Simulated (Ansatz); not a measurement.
**Structure types of Ti compared at -0.91 GPa**

Structure types of Ti are relaxed in primitive cells with their symmetry kept at -0.91 GPa, first on PAW files, then by LAPW. The enthalpy is E + pV at zero temperature, without zero-point motion. Only the types listed were tried, and differences under about 5 meV/atom are mesh noise. The real phase may be another.

Level of theory: DFT with PBE, scalar-relativistic, in Ansatz 0.2.0; Fermi–Dirac smearing of 0.05 eV, no spin polarisation. LAPW: all electrons, basis error target 0.5 meV/atom; PAW: frozen-core files, cutoff 420 eV.

k meshes: fcc 16×16×16, bcc 16×16×16, hcp 15×15×8, simple hexagonal 16×16×14, omega 8×8×11, diamond 12×12×12.

Q: Which type is lowest in enthalpy, and by how much?

A: omega, 4 meV/atom below hcp, which is within the noise of the k meshes. The whole table:

| start type | ends as | a, b, c (Å) | V (Å³/atom) | H − H(lowest), LAPW (meV/atom) | same, PAW |
| --- | --- | --- | --- | --- | --- |
| fcc | fcc, Fm-3m | 4.125, 4.125, 4.125 | 17.54 | 63.1 | 63.1 |
| bcc | bcc, Im-3m | 3.265, 3.265, 3.265 | 17.40 | 115.9 | 115.7 |
| hcp | hcp, P6_3/mmc | 2.948, 2.948, 4.663 | 17.54 | 4.4 | 4.4 |
| simple hexagonal | simple hexagonal, P6/mmm | 2.739, 2.739, 2.747 | 17.85 | 363.7 | 363.3 |
| omega | omega, P6/mmm | 4.593, 4.593, 2.838 | 17.28 | 0.0 | 0.0 |
| diamond | diamond, Fd-3m | 5.726, 5.726, 5.726 | 23.47 | 2329.9 | 2329.5 |
